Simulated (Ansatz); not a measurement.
## RbCl (Fm-3m) under several functionals

**What was measured.**

From a printed reference work, data compilation, for a bulk crystal of RbCl at 300.15 K: lattice constant a 6.581 Å.

Plane-wave DFT in Ansatz with scalar-relativistic PAW potentials. The same structure was relaxed (cell and atoms, symmetry kept) in separate runs at each level. No spin polarisation.

| level | cutoff (eV) | k mesh | V (Å³/atom) | a (Å) | gap (eV) | B0 (GPa) |
| --- | --- | --- | --- | --- | --- | --- |
| PBEsol | 420 | 6×6×6 | 35.094 | 6.548 | 4.89 | – |
| PBE+D3(BJ) | 420 | 6×6×6 | 35.729 | 6.587 | 4.99 | – |
| PBE | 420 | 6×6×6 | 37.566 | 6.698 | 4.84 | 14 |

Problem. Where does LDA (420 eV, k mesh 6×6×6) fall?

Solution. V (Å³/atom) 32.417, a (Å) 6.377, gap (eV) 4.85. Its volume is the smallest of the set. The usual order of volumes, LDA < PBEsol < PBE, holds here (32.417, 35.094, 37.566 Å³/atom). As a rule LDA overbinds; PBEsol, built on the gradient expansion of slowly varying densities, lies between LDA and PBE; PBE's stronger gradient term for exchange weakens bonds. Adding D3 to PBE changes the volume by -4.9 %; the term is attractive, so it pulls cells in. In ionic crystals its C6 for cations, set by coordination number and not by charge, is often too large, so it can pull in too far. Each gap belongs to its own cell, so it mixes the functional's effect with that of the volume; gaps are the least found on the k mesh or on a band path.

For PBE: A measured lattice constant a of RbCl is 6.581 Å (300.15 K; a printed reference work, data compilation); the calculated 6.698 Å misses it by +1.8 %. The calculations are for 0 K without zero-point motion.